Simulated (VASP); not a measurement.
# A VASP 6.6.1 single-point calculation on LiH

INCAR

```
ISIF = 2
LCHARG = .FALSE.
LASPH = .TRUE.
GGA = PE
EDIFF = 1E-7
ENCUT = 800
LREAL = .FALSE.
IBRION = -1
ISMEAR = -1
PREC = Accurate
NBANDS = 9
NELM = 120
NSW = 0
SIGMA = 0.02
LWAVE = .FALSE.
```

KPOINTS

```
KPOINTS created by Atomic Simulation Environment
0
Gamma
10 10 10
0 0 0
```

POSCAR

```
Li H
 1.0000000000000000
     2.5016587116031355   -0.0000000000000000    0.0000000000000000
    -0.0000000000000000    2.5016587116031355    0.0000000000000000
     0.0000000000000000    0.0000000000000000    2.5016587116031355
 Li  H
   1   1
Cartesian
  0.0000000000000000  0.0000000000000000 -0.0000000000000000
  1.2508293558015677  1.2508293558015677  1.2508293558015677
```

The recommended PBE PAW datasets give the neutral cell 4 valence electrons.

Command

```
mpirun -np 1 vasp_std
```

Q: Predict the outcome of this run.

A: It converged. Results: gap between bands v and c on the k mesh 0.71 eV; least direct gap on the k mesh 4.21 eV; pressure 0.1 GPa. Band v is the last that the valence electrons fill when counted band by band, and c is the next.

OSZICAR

```
N       E                     dE             d eps       ncg     rms          rms(c)
DAV:   1    -0.505641348822E+00   -0.50564E+00   -0.20130E+03  1016   0.559E+02
DAV:   2    -0.582825452432E+01   -0.53226E+01   -0.52044E+01  1427   0.645E+01
DAV:   3    -0.592339268466E+01   -0.95138E-01   -0.94736E-01  1198   0.668E+00
DAV:   4    -0.592395959141E+01   -0.56691E-03   -0.56658E-03  1276   0.474E-01
DAV:   5    -0.592396141364E+01   -0.18222E-05   -0.18221E-05  1198   0.259E-02    0.283E+00
DAV:   6    -0.572776812156E+01    0.19619E+00   -0.16364E-01  1144   0.123E+00    0.141E+00
DAV:   7    -0.565739998776E+01    0.70368E-01   -0.21308E-01  1194   0.156E+00    0.221E-01
DAV:   8    -0.565855216044E+01   -0.11522E-02   -0.41823E-03  1211   0.454E-01    0.517E-02
DAV:   9    -0.565847602450E+01    0.76136E-04   -0.27450E-04  1336   0.587E-02    0.639E-03
DAV:  10    -0.565847556428E+01    0.46022E-06   -0.70673E-06  1129   0.196E-02    0.273E-03
DAV:  11    -0.565847556002E+01    0.42657E-08   -0.15196E-07  1358   0.234E-03
   1 F= -.56584756E+01 E0= -.56584756E+01  d E =-.531494E-10
```

For comparison, a separate PBE run of the intended cell, on usual settings and not on those above, gives a gap of 0.73 eV on its mesh and a pressure of 0.1 GPa.
